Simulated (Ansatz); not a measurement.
# KCl: frozen-core PAW against all-electron methods

```
K Cl
1.0
    -0.06312    3.12454    3.12454
     3.12454   -0.06312    3.12454
     3.12454    3.12454   -0.06312
K Cl
1 1
Cartesian
  0.0000 0.0000 0.0000
  3.0930 3.0930 3.0930
```

Atom numbers follow the list: K1, Cl2.

Structure: COD 9003114, as refined from experiment and not relaxed. The listed cell was then made from it by scaling, straining or moving an atom.

Methods: DFT, LDA, PAW with Ansatz's default frozen-core files, scalar-relativistic (Ansatz 0.2.0); DFT, LDA, all-electron LAPW, scalar-relativistic (Ansatz 0.2.0).

For PAW: a Γ-centred 7×7×7 k mesh, Fermi–Dirac smearing of 0.03 eV, cutoff 420 eV, no spin polarisation; the PAW files were made with PBE, and the program remakes their frozen cores for this functional. LAPW targets a basis error of 1 meV/atom. The Ansatz runs share mesh, smearing and spin set-up. Plane-wave (PAW) pressures include the program's estimate of the Pulay term.

Stress and pressure are positive in compression.

The change that made this cell: equal xy, yz and zx engineering shear strains of -2 %.

PAW results:

```tsv
quantity	PAW
pressure (GPa)	-2.09
stress yz (GPa)	0.14
stress xz (GPa)	0.14
stress xy (GPa)	0.14
band gap (eV)	4.673
```

What does LAPW (all electrons) give for the same quantities?


| quantity | LAPW |
| --- | --- |
| pressure (GPa) | -2.08 |
| stress yz (GPa) | 0.14 |
| stress xz (GPa) | 0.14 |
| stress xy (GPa) | 0.14 |
| band gap (eV) | 4.674 |
